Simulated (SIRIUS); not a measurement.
GaAs under changes of volume

One of the cells (23.041 Å³/atom); the others are scaled copies at fixed shape and fractional positions:

```xyz
2
Lattice="0.0000 2.8456 2.8456 2.8456 0.0000 2.8456 2.8456 2.8456 0.0000" Properties=species:S:1:pos:R:3 pbc="T T T"
As    4.2684    4.2684    4.2684
Ga    0.0000    0.0000    0.0000
```

| Property | Result |
| --- | --- |
| Program | SIRIUS 7.10.0 |
| Functional | PBEsol |
| Potentials or basis | PseudoDojo 0.4.1 PBEsol standard (scalar relativistic) |
| Cutoff | 1152 eV |
| Density cutoff | 4606 eV |
| k mesh | 8 × 8 × 8 |
| Occupations | fermi-dirac, width 0.05 eV |
| Spin | no spin polarisation |

```csv
volume (Å³/atom),energy over the lowest point (meV/atom),pressure (GPa),gap on the mesh (eV)
21.234,21.21,5.3,0.91
21.686,8.93,3.4,0.75
22.138,1.65,1.8,0.59
23.041,0.00,-1.1,0.30
23.493,?,?,?
23.945,12.55,-3.3,0.02
```

What does the run at 23.493 Å³/atom give?

Energy over the lowest point 4.73 meV/atom; pressure -2.2 GPa; gap on the mesh 0.15 eV.

Worked out: A Birch-Murnaghan fit of order 3 (a polynomial in V^(-2/3)) to the other rows has its minimum at 22.68 Å³/atom with B0 = V·E''(V) = 69 GPa and B' = 4.8. It gives 4.70 meV/atom at 23.493 Å³/atom, against the run's 4.73, and -dE/dV = -2.2 GPa, against -2.2.

Energies are extrapolated to zero smearing.

A mesh can miss the band edges. Spin-orbit coupling on As, Ga is left out.
